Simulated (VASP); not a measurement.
H2, 2 atoms in the cell. The cell holds a molecule in a box, 2 atoms: a = 10.000 Å, b = 10.500 Å, c = 11.000 Å, α = 90.00°, β = 90.00°, γ = 90.00°. 

- Program: VASP 6.6.1
- Task: relaxation of the atoms
- Functional: PBE
- Potentials or basis: VASP PAW PBE potentials, release 64 (H)
- Cutoff: 520 eV
- k mesh: 1 × 1 × 1
- Occupations: gaussian, width 0.05 eV
- Spin: no spin polarisation
- Further INCAR settings: ALGO = Normal; EDIFF = 1e-06; IBRION = 2; EDIFFG = -0.01; NSW = 60

Potentials or basis: VASP PAW PBE potentials, release 64 (H).

Run with:

```sh
$ cat potpaw_PBE.64/H/POTCAR > POTCAR
$ mpirun -np 1 vasp_std > vasp.out
```

Hardware: 1 thread of Intel(R) Xeon(R) Platinum 8375C CPU @ 2.90GHz (Ice Lake), on a shared host.

Problem. How long does it take, and how much memory?

Solution. Wall time 2.8 min on 1 thread of Intel(R) Xeon(R) Platinum 8375C CPU @ 2.90GHz (Ice Lake), on a shared host, peak memory 0.94 GiB. Counts: scf iterations 38, k points 1, ion steps 3.
